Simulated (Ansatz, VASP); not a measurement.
Pd in VASP and in Ansatz

```
CELL_PARAMETERS angstrom
0.00000 1.95677 1.95677
1.95677 0.00000 1.95677
1.95677 1.95677 0.00000
ATOMIC_POSITIONS crystal
Pd 0.00000 0.00000 0.00000
```

Alike in both runs: task single point; functional r2SCAN; k mesh 14 × 14 × 14; collinear spin.

|  | VASP | Ansatz |
| --- | --- | --- |
| version | VASP 6.6.1 | Ansatz 0.2.0 |
| potentials or method | VASP PAW PBE potentials, release 64 (Pd) | plane waves (500 eV) with PAW, scalar-relativistic |
| plane-wave cutoff (eV) | 520 | 500 |
| occupations | methfessel-paxton of order 1, width 1 eV | cold, width 1 eV |
| valence electrons in the cell | 10 | 18 |

```tsv
	VASP	Ansatz	Ansatz less VASP
pressure (GPa)	-0.2	-3.3	-3.04
net moment per atom (μB)	0.00	0.00	0.000
```

The two sets of potentials don't hold the same shells in valence. Ansatz warned: «seeded_moment_not_kept».

Caveats: the PAW data sets were made with another functional, which shifts forces and pressure a little (VASP).
